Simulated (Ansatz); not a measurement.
## Structures of MnAs: which is lowest?

Plane-wave DFT in Ansatz with scalar-relativistic PAW potentials, cutoff 420 eV, Γ-centred meshes chosen by cell and gap, Gaussian smearing with energies taken to zero width. Every cell was relaxed (cell and atoms) in a run of its own, within the symmetry of its start. Functional: PBEsol.

Relaxed structures (starts from databases or built by putting these elements on another compound's sites):
A. P6_3/mmc, 4 atoms in the computed cell, a = 3.571 Å, c = 5.338 Å; sites (symmetry × multiplicity) Mn -3m. × 2, As -6m2 × 2; start: database
B. F-43m, 2 atoms in the computed cell, a = 5.511 Å; sites (symmetry × multiplicity) Mn -43m × 4, As -43m × 4; start: built
C. Fm-3m, 6 atoms in the computed cell, a = 5.058 Å; sites (symmetry × multiplicity) Mn m-3m × 4, As m-3m × 4; start: built

Question: Rank them by energy. Could pressure change the order?

Answer:
| structure | group | E − E(lowest) (meV/atom) | V (Å³/atom) | gap on mesh (eV) |
| --- | --- | --- | --- | --- |
| A | P6_3/mmc | 0.0 | 14.74 | 0.00 |
| C | Fm-3m | 208 | 16.18 | 0.00 |
| B | F-43m | 551 | 20.92 | 0.00 |

A is lowest, 208 meV/atom under C. The lowest is also the densest of these, so pressure wouldn't bring one of the others in at first order. Other structures may lie lower than all of these, and vibrations aren't counted.

Only parallel moments were tried here. Magnetic cells started from one order each; another order can shift an energy by tens of meV per atom.